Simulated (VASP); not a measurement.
# NaI (Fm-3m) in VASP: further runs

The runs below take NaI through relaxation of cell and atoms, with LDA, PBE.

All numbers are computed with VASP 6.6.1; they aren't measurements. Logs are shortened: lines on timing, memory, paths and dates and some standing lists are left out, and cuts for length are marked.

## 1. Starting point

It takes space group Fm-3m (No. 225, cubic). Conventional cell: a = 6.473 Å, b = 6.473 Å, c = 6.473 Å, α = 90.00°, β = 90.00°, γ = 90.00°. Na (site symmetry m-3m) has 6 I at 3.24 Å as nearest neighbours. I (site symmetry m-3m) has 6 Na at 3.24 Å as nearest neighbours.

## 2. Relaxation of cell and atoms, LDA

Contents of INCAR:

```
SYSTEM = NaI
PREC     = Accurate       ! precision mode
ENCUT    = 600            ! plane-wave cutoff, eV
EDIFF    = 1E-6           ! SCF threshold, eV
ISMEAR   = 0              ! smearing method
SIGMA    = 0.03           ! smearing width, eV
LREAL    = .False.        ! projectors in reciprocal space
LASPH    = .True.         ! aspherical terms in the spheres
NELM     = 80             ! most SCF steps
ALGO     = Normal         ! electronic algorithm
ISIF     = 3              ! what is computed and relaxed
LWAVE    = .False.        ! write WAVECAR
LCHARG   = .False.        ! write CHGCAR
IBRION   = 2              ! ionic algorithm
NSW      = 90             ! ionic steps
EDIFFG   = -0.01          ! ionic threshold
```

Contents of KPOINTS:

```
Automatic mesh
0
Gamma
  8 8 8
  0 0 0
```

Contents of POSCAR:

```
NaI
1.0
    0.0000000000      3.2364000000      3.2364000000
    3.2364000000      0.0000000000      3.2364000000
    3.2364000000      3.2364000000      0.0000000000
Na I
1 1
Direct
    0.0000000000      0.0000000000      0.0000000000
    0.5000000000      0.5000000000      0.5000000000
```

Potentials or basis: VASP PAW LDA potentials, release 64 (Na_pv, I).

Started as:

```
$ cat potpaw_LDA.64/Na_pv/POTCAR potpaw_LDA.64/I/POTCAR > POTCAR
$ mpirun -np 1 vasp_std > vasp.out
```

OUTCAR:

```text
SYSTEM = NaI
   PREC = Accurate
   ENCUT = 600
   EDIFF = 1E-6
   ISMEAR = 0
   LREAL = .False.
   LASPH = .True.
   NELM = 80
   ISIF = 3
   IBRION = 2
   NSW = 90
   EDIFFG = -0.01

 ion  position               nearest neighbor table
   1  0.000  0.000  0.000-
   2  0.500  0.500  0.500-

  LATTYP: Found a face centered cubic cell.
 ALAT       =     6.4728000000

  Lattice vectors:

 A1 = (   0.0000000000,   3.2364000000,   3.2364000000)
 A2 = (   3.2364000000,   0.0000000000,   3.2364000000)
 A3 = (   3.2364000000,   3.2364000000,   0.0000000000)

Analysis of symmetry for initial positions (statically):
=====================================================================
 Subroutine PRICEL returns:
 Original cell was already a primitive cell.

 Routine SETGRP: Setting up the symmetry group for a
 face centered cubic supercell.

 Subroutine GETGRP returns: Found 48 space group operations
 (whereof 48 operations were pure point group operations)
 out of a pool of 48 trial point group operations.

The static configuration has the point symmetry O_h .

Analysis of symmetry for dynamics (positions and initial velocities):
=====================================================================
 Subroutine PRICEL returns:
 Original cell was already a primitive cell.

 Routine SETGRP: Setting up the symmetry group for a
 face centered cubic supercell.

 Subroutine GETGRP returns: Found 48 space group operations
 (whereof 48 operations were pure point group operations)
 out of a pool of 48 trial point group operations.

The dynamic configuration has the point symmetry O_h .

 Subroutine INISYM returns: Found 48 space group operations
 (whereof 48 operations are pure point group operations),
 and found     1 'primitive' translations

----------------------------------------------------------------------------------------

                                     Primitive cell

  volume of cell :      67.7980

  direct lattice vectors                    reciprocal lattice vectors
     0.000000000  3.236400000  3.236400000    -0.154492646  0.154492646  0.154492646
     3.236400000  0.000000000  3.236400000     0.154492646 -0.154492646  0.154492646
     3.236400000  3.236400000  0.000000000     0.154492646  0.154492646 -0.154492646

  length of vectors
     4.576960773  4.576960773  4.576960773     0.267589113  0.267589113  0.267589113

  position of ions in fractional coordinates (direct lattice)
[... 100 lines left out ...]
  volume/ion in A,a.u.               =      33.90       228.76
  Fermi-wavevector in a.u.,A,eV,Ry     =   0.967636  1.828567 12.739397  0.936319
  Thomas-Fermi vector in A             =   2.097538
   LORBIT       =      0    0 simple, 1 ext, 2 COOP (PROOUT), +10 PAW based schemes
   GGA     = CA    functional components
   LHFCALC =     F    Hartree Fock is set to
   AEXX    =    0.0000 exact exchange contribution
   IVDW    =     0    specifies the selected vdW correction
   LEPSILON=     F    determine dielectric tensor
   LRPA    =     F    only Hartree local field effects (RPA)
 conjugate gradient relaxation of ions
 non-spin polarized calculation
 Gauss-broadening in eV      SIGMA  =   0.03
  energy-cutoff  :      600.00
  volume of cell :       67.80
 maximum number of plane-waves:      2276
 NGX is ok and might be reduce to    40
   NGX = 19   NGY = 19   NGZ = 19

--------------------------------------- Ionic step        1  -------------------------------------------

 number of electron      14.0000003 magnetization

 Free energy of the ion-electron system (eV)
  ---------------------------------------------------
  ext. energy  EPLUGINS =         0.00000000
  ---------------------------------------------------
  free energy    TOTEN  =        -5.98189033 eV

  energy without entropy =       -5.98189033  energy(sigma->0) =       -5.98189033

------------------------ aborting loop because EDIFF is reached ----------------------------------------

  FORCE on cell =-STRESS in cart. coord.  units (eV):
  Direction    XX          YY          ZZ          XY          YZ          ZX
  --------------------------------------------------------------------------------------
  -------------------------------------------------------------------------------------
  Total       -0.6838353     -0.6838353     -0.6838353      0.0000000      0.0000000      0.0000000
  in kB      -16.1601540    -16.1601540    -16.1601540      0.0000000      0.0000000      0.0000000
  external PRESSURE =     -16.1601540 kB  Pullay stress =       0.0000000 kB
[... 95 lines left out ...]
--------------------------------------- Ionic step        4  -------------------------------------------

 number of electron      13.9999997 magnetization

 Free energy of the ion-electron system (eV)
  ---------------------------------------------------
  ext. energy  EPLUGINS =         0.00000000
  ---------------------------------------------------
  free energy    TOTEN  =        -6.01758260 eV

  energy without entropy =       -6.01758260  energy(sigma->0) =       -6.01758260

 E-fermi :   1.5160     XC(G=0):  -8.5041

 val. band max:        1.3644968851   @ k =   0.0000   0.0000   0.0000
 cond. band min:       4.9965019930   @ k =   0.0000   0.0000   0.0000
 fundamental gap:      3.6320051080
 Fermi energy:         1.5160371472

 k-point     1 :       0.0000    0.0000    0.0000
  band No.  band energies     occupation
      1     -20.9432      2.00000
      2     -20.9432      2.00000
      3     -20.9432      2.00000
      4     -10.0012      2.00000
      5       1.3645      2.00000
      6       1.3645      2.00000
      7       1.3645      2.00000
      8       4.9965      0.00000
      9       9.1558      0.00000
     10       9.1558      0.00000
     11       9.1558      0.00000
[... 309 lines left out ...]
 k-point    24 :      -0.3750    0.2500    0.1250
  band No.  band energies     occupation
      1     -20.9509      2.00000
      2     -20.9459      2.00000
      3     -20.9445      2.00000
      4      -9.5182      2.00000
      5      -0.9464      2.00000
      6       0.2325      2.00000
      7       0.7571      2.00000
      8       7.4120      0.00000
      9       7.6099      0.00000
     10       9.6702      0.00000
     11       9.8249      0.00000

 [... further k-points ...]

------------------------ aborting loop because EDIFF is reached ----------------------------------------

  FORCE on cell =-STRESS in cart. coord.  units (eV):
  Direction    XX          YY          ZZ          XY          YZ          ZX
  --------------------------------------------------------------------------------------
  -------------------------------------------------------------------------------------
  Total        0.0062751      0.0062751      0.0062751      0.0000000     -0.0000000      0.0000000
  in kB        0.1638281      0.1638281      0.1638281      0.0000000     -0.0000000      0.0000000
  external PRESSURE =       0.1638281 kB  Pullay stress =       0.0000000 kB
[... 17 lines left out ...]
  FREE ENERGIE OF THE ION-ELECTRON SYSTEM (eV)
  ---------------------------------------------------
  free  energy   TOTEN  =        -6.0175826014 eV

  energy  without entropy=       -6.0175826014  energy(sigma->0) =       -6.01758260

 reached required accuracy - stopping structural energy minimisation
```

OSZICAR:

```text
N       E                     dE             d eps       ncg     rms          rms(c)
DAV:   1     0.780016313847E+02    0.78002E+02   -0.71155E+03   638   0.122E+03
DAV:   2     0.100778738982E+01   -0.76994E+02   -0.71932E+02   696   0.237E+02
DAV:   3    -0.584010723783E+01   -0.68479E+01   -0.68000E+01   773   0.709E+01
[... 36 lines left out ...]
DAV:   3    -0.601761919511E+01    0.62536E-03   -0.14727E-03   722   0.395E-01    0.706E-02
DAV:   4    -0.601760735955E+01    0.11836E-04   -0.23901E-05   655   0.555E-02    0.669E-02
DAV:   5    -0.601758480522E+01    0.22554E-04   -0.30720E-06   674   0.243E-02    0.917E-03
DAV:   6    -0.601758248823E+01    0.23170E-05   -0.35197E-06   599   0.223E-02    0.156E-02
DAV:   7    -0.601758260144E+01   -0.11321E-06   -0.56225E-07   319   0.616E-03
   4 F= -.60175826E+01 E0= -.60175826E+01  d E =-.356923E-01
```

Run time: 37 s. Hardware: 1 thread of Intel Xeon 6975P-C (Granite Rapids), shared host; peak memory 0.21 GiB.

Results:

```yaml
Free_energy: -6.0176 eV
Relaxed_volume: 30.68 Å³/atom
Relaxed_cell: a = 4.427 Å, b = 4.427 Å, c = 4.427 Å, α = 60.00°, β = 60.00°, γ = 60.00°
Space_group_after_relaxing_to_0.05_Å: Fm-3m (No. 225)
Energy_gained_by_relaxing: 17.8 meV/atom
Ionic_steps: 4
Pressure_after_relaxing: 0.0 GPa
Band_gap_on_the_k_mesh: 3.63 eV, direct
```

Step by step:
| step | energy change (eV) | largest force (eV/Å) | pressure (GPa) | volume (Å³) |
| --- | --- | --- | --- | --- |
| 1 | 0.0000 | 0.0000 | -1.62 | 67.80 |
| 2 | -0.0265 | 0.0000 | -0.91 | 64.50 |
| 3 | -0.0356 | 0.0000 | -0.12 | 61.75 |
| 4 | -0.0357 | 0.0000 | 0.02 | 61.37 |

Final structure:
```
Na I
1.0
     0.00000    3.13066    3.13066
     3.13066    0.00000    3.13066
     3.13066    3.13066    0.00000
Na I
1 1
Direct
  0.00000 0.00000 0.00000
  0.50000 0.50000 0.50000
```

Levels at points of the mesh, in eV from the valence-band top:
```
           k point  band 5  band 6  band 7  band 8  band 9  band 10
(0.00, 0.00, 0.00)    0.00    0.00    0.00    3.63    7.79     7.79
(0.50, 0.00, 0.00)   -2.63   -0.36   -0.36    4.89    7.36     7.36
(0.50, 0.50, 0.00)   -2.30   -0.91   -0.91    4.33    5.18    10.28
```

Caveat: spin-orbit coupling is left out, which moves the levels of the heavy elements.

## 3. Relaxation of cell and atoms, LDA

This run uses another cell than the first one, of 30.68 Å³/atom, 0.905 times its volume.

Edit INCAR of step 2 so:

```diff
@@ -3,3 +3,3 @@
 ENCUT    = 600            ! plane-wave cutoff, eV
-EDIFF    = 1E-6           ! SCF threshold, eV
+EDIFF    = 1E-7           ! SCF threshold, eV
 ISMEAR   = 0              ! smearing method
@@ -15,2 +15,2 @@
 NSW      = 90             ! ionic steps
-EDIFFG   = -0.01          ! ionic threshold
+EDIFFG   = -0.005         ! ionic threshold
```

KPOINTS is that of step 2.

Contents of POSCAR:

```
NaI                                     
1.0
    0.0000000000      3.1306641895      3.1306641895
    3.1306641895      0.0000000000      3.1306641895
    3.1306641895      3.1306641895      0.0000000000
  Na              I             
     1     1
Direct
     1.0000000000000000    0.0000000000000000    0.0000000000000000
     0.5000000000000000    0.5000000000000000    0.5000000000000000
```

Potentials or basis: VASP PAW LDA potentials, release 64 (Na_pv, I).

Started as:

```
$ cat potpaw_LDA.64/Na_pv/POTCAR potpaw_LDA.64/I/POTCAR > POTCAR
$ mpirun -np 1 vasp_std > vasp.out
```

Wall time 8.2 s (1 thread of Intel Xeon 6975P-C (Granite Rapids), shared host); peak memory 0.18 GiB.

The run converged. Its results:

```yaml
Free_energy: -6.0171 eV
Pressure_after_relaxing: 0.0 GPa
Band_gap_on_the_k_mesh: 3.63 eV, direct
```

Final structure:
```xyz
2
Lattice="0.0000 3.1307 3.1307 3.1307 0.0000 3.1307 3.1307 3.1307 0.0000" Properties=species:S:1:pos:R:3 pbc="T T T"
Na    0.0000    0.0000    0.0000
I     3.1307    3.1307    3.1307
```

Levels at points of the mesh, in eV from the valence-band top:
| k point | band 4 | band 5 | band 6 | band 7 | band 8 | band 9 | band 10 | band 11 |
| --- | --- | --- | --- | --- | --- | --- | --- | --- |
| (0.00, 0.00, 0.00) | -11.37 | 0.00 | 0.00 | 0.00 | 3.63 | 7.79 | 7.79 | 7.79 |
| (0.50, 0.00, 0.00) | -10.94 | -2.63 | -0.36 | -0.36 | 4.89 | 7.36 | 7.36 | 9.21 |
| (0.50, 0.50, 0.00) | -10.84 | -2.30 | -0.91 | -0.91 | 4.33 | 5.18 | 10.28 | 11.64 |

Caveat: the relaxation stopped at its first step, so nothing moved; spin-orbit coupling is left out, which moves the levels of the heavy elements.

## 4. Relaxation of cell and atoms, PBE

Contents of INCAR:

```
SYSTEM = NaI
PREC = Accurate
ENCUT = 600
EDIFF = 1E-6
ISMEAR = 0
SIGMA = 0.03
LREAL = .False.
LASPH = .True.
NELM = 80
ALGO = Normal
ISIF = 3
LWAVE = .False.
LCHARG = .False.
GGA = PE
IBRION = 2
NSW = 90
EDIFFG = -0.01
```

Contents of KPOINTS:

```
regular mesh
0
Gamma
  8 8 8
  0 0 0
```

Contents of POSCAR:

```
NaI
1.0
    0.0000000000      3.2364000000      3.2364000000
    3.2364000000      0.0000000000      3.2364000000
    3.2364000000      3.2364000000      0.0000000000
Na I
1 1
Direct
    0.0000000000      0.0000000000      0.0000000000
    0.5000000000      0.5000000000      0.5000000000
```

Potentials or basis: VASP PAW PBE potentials, release 64 (Na_pv, I).

Started as:

```
$ cat potpaw_PBE.64/Na_pv/POTCAR potpaw_PBE.64/I/POTCAR > POTCAR
$ mpirun -np 1 vasp_std > vasp.out
```

Wall time 44 s (1 thread of AMD EPYC 9R45 (Zen 5), shared host); peak memory 0.22 GiB.

The run converged. Its results:

- Free energy: -5.3875 eV
- Relaxed volume: 34.79 Å³/atom
- Relaxed cell: a = 4.617 Å, b = 4.617 Å, c = 4.617 Å, α = 60.00°, β = 60.00°, γ = 60.00°
- Space group after relaxing (to 0.05 Å): Fm-3m (No. 225)
- Energy gained by relaxing: 1.2 meV/atom
- Ionic steps: 3
- Pressure after relaxing: 0.0 GPa
- Band gap on the k mesh: 3.57 eV, direct

Step by step:
```tsv
step	energy change (eV)	largest force (eV/Å)	pressure (GPa)	volume (Å³)
1	0.0000	0.0000	0.44	67.80
2	-0.0018	0.0000	0.21	68.72
3	-0.0024	0.0000	0.02	69.57
```

Final structure:
```xyz
2
Lattice="0.0000 3.2644 3.2644 3.2644 0.0000 3.2644 3.2644 3.2644 0.0000" Properties=species:S:1:pos:R:3 pbc="T T T"
Na    0.0000    0.0000    0.0000
I     3.2644    3.2644    3.2644
```

Levels at points of the mesh, in eV from the valence-band top:
```tsv
k point	band 4	band 5	band 6	band 7	band 8	band 9	band 10	band 11
(0.00, 0.00, 0.00)	-10.95	0.00	0.00	0.00	3.57	7.93	7.93	7.93
(0.50, 0.00, 0.00)	-10.66	-2.09	-0.27	-0.27	5.09	7.42	7.42	8.54
(0.50, 0.50, 0.00)	-10.59	-1.82	-0.71	-0.71	4.47	5.60	9.71	11.15
```

Caveat: spin-orbit coupling is left out, which moves the levels of the heavy elements.

## 5. Relaxation of cell and atoms, PBE

This run uses another cell than the first one, of 34.79 Å³/atom, 1.026 times its volume.

Edit INCAR of step 4 so:

```diff
@@ -3,3 +3,3 @@
 ENCUT = 600
-EDIFF = 1E-6
+EDIFF = 1E-7
 ISMEAR = 0
@@ -16,2 +16,2 @@
 NSW = 90
-EDIFFG = -0.01
+EDIFFG = -0.005
```

KPOINTS is that of step 4.

Contents of POSCAR:

```
NaI                                     
1.0
    0.0000000000      3.2643894140      3.2643894140
    3.2643894140      0.0000000000      3.2643894140
    3.2643894140      3.2643894140     -0.0000000000
  Na              I             
     1     1
Direct
     0.0000000000000000    0.0000000000000000    0.0000000000000000
     0.5000000000000000    0.5000000000000000    0.5000000000000000
```

Started as:

```
$ cat potpaw_PBE.64/Na_pv/POTCAR potpaw_PBE.64/I/POTCAR > POTCAR
$ mpirun -np 1 vasp_std > vasp.out
```

It took 19 s on 1 thread of AMD EPYC 9R45 (Zen 5), shared host; peak memory 0.21 GiB.

The run converged. Its results:

```yaml
Free_energy: -5.3876 eV
Pressure_after_relaxing: 0.0 GPa
Band_gap_on_the_k_mesh: 3.57 eV, direct
```

Final structure:
```xyz
2
Lattice="0.0000 3.2644 3.2644 3.2644 0.0000 3.2644 3.2644 3.2644 0.0000" Properties=species:S:1:pos:R:3 pbc="T T T"
Na    0.0000    0.0000    0.0000
I     3.2644    3.2644    3.2644
```

Levels at points of the mesh, in eV from the valence-band top:
```tsv
k point	band 3	band 4	band 5	band 6	band 7	band 8	band 9	band 10	band 11
(0.00, 0.00, 0.00)	-22.47	-10.95	0.00	0.00	0.00	3.57	7.93	7.93	7.93
(0.50, 0.00, 0.00)	-22.47	-10.66	-2.09	-0.27	-0.27	5.09	7.42	7.42	8.54
(0.50, 0.50, 0.00)	-22.47	-10.59	-1.82	-0.71	-0.71	4.47	5.60	9.71	11.15
```

Caveat: the relaxation stopped at its first step, so nothing moved; spin-orbit coupling is left out, which moves the levels of the heavy elements.

## 6. Relaxation of cell and atoms, PBE

Contents of INCAR:

```
SYSTEM = NaI
PREC = Accurate ; ENCUT = 600
EDIFF = 1E-6 ; ISMEAR = 0
SIGMA = 0.03 ; LREAL = .FALSE.
LASPH = .TRUE. ; NELM = 80
ALGO = Normal ; ISIF = 3
LWAVE = .FALSE. ; LCHARG = .FALSE.
GGA = PE ; IBRION = 2
NSW = 90 ; EDIFFG = -0.01
```

Contents of KPOINTS:

```
Automatic mesh
0
G
  8 8 8
  0 0 0
```

Contents of POSCAR:

```
NaI
1.0
    0.0000000000      3.2364000000      3.2364000000
    3.2364000000      0.0000000000      3.2364000000
    3.2364000000      3.2364000000      0.0000000000
Na I
1 1
Direct
    0.0000000000      0.0000000000      0.0000000000
    0.5000000000      0.5000000000      0.5000000000
```

Potentials or basis: VASP PAW PBE potentials, release 64 (Na_pv, I).

Started as:

```
$ cat potpaw_PBE.64/Na_pv/POTCAR potpaw_PBE.64/I/POTCAR > POTCAR
$ mpirun -np 1 vasp_std > vasp.out
```

Run time: 36 s. Hardware: 1 thread of Intel Xeon 6975P-C (Granite Rapids), shared host; peak memory 0.25 GiB.

It converged, with:

* Free energy: -5.3875 eV
* Relaxed volume: 34.79 Å³/atom
* Relaxed cell: a = 4.617 Å, b = 4.617 Å, c = 4.617 Å, α = 60.00°, β = 60.00°, γ = 60.00°
* Space group after relaxing (to 0.05 Å): Fm-3m (No. 225)
* Energy gained by relaxing: 1.2 meV/atom
* Ionic steps: 3
* Pressure after relaxing: 0.0 GPa
* Band gap on the k mesh: 3.57 eV, direct

The path:
```
step  energy change (eV)  largest force (eV/Å)  pressure (GPa)  volume (Å³)
   1              0.0000                0.0000            0.44        67.80
   2             -0.0018                0.0000            0.21        68.72
   3             -0.0024                0.0000            0.02        69.57
```

Final structure:
```
Na I
1.0
     0.00000    3.26439    3.26439
     3.26439    0.00000    3.26439
     3.26439    3.26439    0.00000
Na I
1 1
Direct
  0.00000 0.00000 0.00000
  0.50000 0.50000 0.50000
```

Levels at points of the mesh, in eV from the valence-band top:
| k point | band 3 | band 4 | band 5 | band 6 | band 7 | band 8 | band 9 | band 10 | band 11 |
| --- | --- | --- | --- | --- | --- | --- | --- | --- | --- |
| (0.00, 0.00, 0.00) | -22.47 | -10.95 | 0.00 | 0.00 | 0.00 | 3.57 | 7.93 | 7.93 | 7.93 |
| (0.50, 0.00, 0.00) | -22.47 | -10.66 | -2.09 | -0.27 | -0.27 | 5.09 | 7.42 | 7.42 | 8.54 |
| (0.50, 0.50, 0.00) | -22.47 | -10.59 | -1.82 | -0.71 | -0.71 | 4.47 | 5.60 | 9.71 | 11.15 |

Caveat: spin-orbit coupling is left out, which moves the levels of the heavy elements. PBE gaps usually lie below the measured ones, often by a third to a half.
